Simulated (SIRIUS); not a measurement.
Write the native input for SIRIUS 7.10.0 that does the following.

- Task: single point
- Functional: revPBE
- Potentials or basis: PseudoDojo 0.4.1 PBE standard (scalar relativistic)
- Cutoff: 807 eV
- Density cutoff: 3227 eV
- k mesh: 11 × 11 × 11
- Occupations: fermi-dirac, width 0.05 eV
- Spin: no spin polarisation
- Libxc names: ["XC_GGA_X_PBE_R", "XC_GGA_C_PBE"]
- Energy tol: 1e-08 Ha
- Density tol: 1e-06
- Mixer: anderson
- Mixing beta: 0.7
- Max scf: 100
- Radial cutoff for the potentials' integrals: 6.5 bohr

The system is Ta.

```
Ta
1.0
    -1.65128    1.65128    1.65128
     1.65128   -1.65128    1.65128
     1.65128    1.65128   -1.65128
Ta
1
Direct
  0.00000 0.00000 0.00000
```

The input as run:

sirius.json

```json
{
  "control": {
    "processing_unit": "cpu",
    "verbosity": 2,
    "num_bands_to_print": 13,
    "print_forces": true,
    "print_stress": true
  },
  "parameters": {
    "electronic_structure_method": "pseudopotential",
    "xc_functionals": ["XC_GGA_X_PBE_R", "XC_GGA_C_PBE"],
    "gk_cutoff": 7.7,
    "pw_cutoff": 15.4,
    "ngridk": [11, 11, 11],
    "shiftk": [0, 0, 0],
    "smearing": "fermi_dirac",
    "smearing_width": 0.0018374661,
    "num_bands": 13,
    "num_mag_dims": 0,
    "num_dft_iter": 100,
    "energy_tol": 1e-08,
    "density_tol": 1e-06
  },
  "iterative_solver": {
    "type": "davidson",
    "min_tolerance": 1e-09,
    "tolerance_scale": [0.1, 0.25]
  },
  "mixer": {
    "type": "anderson",
    "beta": 0.7,
    "max_history": 8
  },
  "settings": {
    "tol_ne": 1e-10,
    "pseudo_grid_cutoff": 6.5
  },
  "unit_cell": {
    "lattice_vectors": [
      [-3.120466955072, 3.120466955072, 3.120466955072],
      [3.120466955072, -3.120466955072, 3.120466955072],
      [3.120466955072, 3.120466955072, -3.120466955072]
    ],
    "atom_coordinate_units": "lattice",
    "atom_types": ["Ta"],
    "atom_files": {
      "Ta": "Ta.json"
    },
    "atoms": {
      "Ta": [
        [0.0, 0.0, 0.0]
      ]
    }
  }
}
```

Potentials or basis: PseudoDojo 0.4.1 PBE standard (scalar relativistic).

Command:

```sh
$ upf_to_json Ta.upf
$ OMP_NUM_THREADS=1 sirius.scf --input=sirius.json --output=out.json --task=0
```

Results of the run:

The pressure is 5.0 GPa. The band gap on the k mesh is none (metal or under the smearing width).

Caveat: the potentials were made for another functional, which shifts forces and pressure.

Wall time 11 s on 1 thread of Arm Neoverse V2 (shared host), peak memory 0.25 GiB.
